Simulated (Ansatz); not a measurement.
# CsSnI3: a sublattice moved along a line

Method: DFT PBEsol, scalar-relativistic, plane waves, PAW (Ansatz 0.2.0). Cutoff 420 eV, Γ-centred 6×6×6 k-points, Gaussian smearing of 0.03 eV. Spin–orbit coupling is left out, which matters for the heavy elements here. No spin polarisation. Energies are free energies at this smearing, counted from the undisturbed cell; pressure is positive in compression.

Zero of the scan (as given, not relaxed at this level; it stands at -0.6 GPa):

```
CELL_PARAMETERS angstrom
6.20570 0.00000 0.00000
0.00000 6.20570 0.00000
0.00000 0.00000 6.20570
ATOMIC_POSITIONS crystal
Cs 0.00000 0.00000 0.00000
Sn 0.50000 0.50000 0.50000
I 0.00000 0.50000 0.50000
I 0.50000 0.00000 0.50000
I 0.50000 0.50000 0.00000
```

Every I atom is moved by x along the Cartesian unit vector (-1.000, 0.000, 0.000); the cell and all other atoms stay fixed.

```
  x (Å)  ΔE (meV/cell) force along x on the moved atoms (eV/Å) pressure (GPa) gap on the mesh (eV)
-0.5000          323.2                                        ?             0.9                     ?
-0.2500           29.5                                     0.39            -0.3                  0.33
 0.0000            0.0                                     0.00            -0.6                  0.27
 0.1250            3.6                                    -0.08            -0.5                  0.28
 0.3750          116.9                                    -1.09             0.2                  0.40
 0.4375          200.9                                    -1.62             0.5                  0.44
```

By symmetry 0.5000 repeats -0.5000, -0.3750 repeats 0.3750, 0.2500 repeats -0.2500, -0.1250 repeats 0.1250 in energy, with the opposite slope along the path.

Task: Give the withheld values.

Result: force along x on the moved atoms (eV/Å) at x (Å) = -0.5000: 2.32; gap on the mesh (eV) at x (Å) = -0.5000: 0.48.

Many cubic perovskites lower their energy by tilts or polar distortions; a scan of this one displacement doesn't rule them out.